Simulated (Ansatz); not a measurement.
The system is Sn.

```
Sn
1.0
    -1.72654    1.77555    2.33834
     1.72654   -1.77555    2.33834
     1.72654    1.77555   -2.33834
Sn
1
Direct
  0.00000 0.00000 0.00000
```

This isn't the form of Sn at room conditions, which is tetragonal (white tin).

- Program: Ansatz 0.2.0
- Task: relaxation of cell and atoms
- Functional: HSEsol
- Potentials or basis: Ansatz PAW
- Cutoff: 420 eV (not typed: the program's choice for these potentials)
- k mesh: 6 × 6 × 6
- Occupations: fermi-dirac, width 0.05 eV
- Spin: no spin polarisation

At the start: volume 28.67 Å³/atom.

Task: Where does the relaxation end?

Result: It ends after 10 steps and the volume is 26.48 Å³/atom (-7.6 %); space group Immm (No. 71, to 0.05 Å).

Step by step:
```csv
step,energy change (eV),largest force (eV/Å),volume (Å³)
1,0.0000,0.0000,28.67
2,-0.0577,0.0000,26.74
3,-0.0780,0.0000,25.80
4,-0.0989,0.0000,26.17
5,-0.1042,0.0000,26.45
6,-0.1046,0.0000,26.46
7,-0.1046,0.0000,26.49
8,-0.1044,0.0000,26.49
9,-0.1045,0.0000,26.48
10,-0.1045,0.0000,26.48
```

Final structure:
```
Sn
1.0
    -1.63592    1.95082    2.07445
     1.63592   -1.95082    2.07445
     1.63592    1.95082   -2.07445
Sn
1
Direct
  0.00000 0.00000 0.00000
```

Caveat: the k mesh is coarse (spacing up to 0.42 Å⁻¹), so the values aren't converged, least of all with exact exchange; the plane-wave basis is chosen anew once the cell has moved, so the energies of steps on either side of that aren't comparable; the PAW data sets come from PBE, with cores solved anew for the run's functional, which leaves a small shift of forces and pressure.
